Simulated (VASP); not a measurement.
CdSe:

```
Cd Se
1.0
     0.00000    3.07027    3.07027
     3.07027    0.00000    3.07027
     3.07027    3.07027    0.00000
Cd Se
1 1
Direct
  0.00000 0.00000 0.00000
  0.75000 0.75000 0.75000
```

Measurements of this composition are mostly on another form, of space group No. 186.

| Property | Result |
| --- | --- |
| Program | VASP 6.6.1 |
| Task | relaxation of cell and atoms |
| Functional | RPBE |
| Potentials or basis | VASP PAW PBE potentials, release 64 (Cd, Se) |
| Cutoff | 600 eV |
| k mesh | 8 × 8 × 8 |
| Occupations | gaussian, width 0.03 eV |
| Spin | no spin polarisation |

At the start: pressure 3.4 GPa; volume 28.94 Å³/atom.

**Question.** Where does the relaxation end?

**Answer.** Over 3 steps the energy falls by 22.1 meV/atom and the volume is 31.15 Å³/atom (+7.6 %); space group F-43m (No. 216, to 0.05 Å).

The path:
| step | energy change (eV) | largest force (eV/Å) | pressure (GPa) | volume (Å³) |
| --- | --- | --- | --- | --- |
| 1 | 0.0000 | 0.0000 | 3.42 | 57.88 |
| 2 | -0.0426 | 0.0000 | -0.54 | 63.21 |
| 3 | -0.0441 | 0.0000 | 0.02 | 62.30 |

Final structure:
```cif
data_structure
_symmetry_space_group_name_H-M 'P 1'
_symmetry_Int_Tables_number 1
_cell_length_a 4.4498
_cell_length_b 4.4498
_cell_length_c 4.4498
_cell_angle_alpha 60.000
_cell_angle_beta 60.000
_cell_angle_gamma 60.000
_cell_volume 62.30
loop_
_atom_site_label
_atom_site_type_symbol
_atom_site_fract_x
_atom_site_fract_y
_atom_site_fract_z
_atom_site_occupancy
Cd1 Cd 0.00000 0.00000 0.00000 1
Se1 Se 0.75000 0.75000 0.75000 1
```

Caveat: the PAW data sets were made with another functional, which shifts forces and pressure a little.
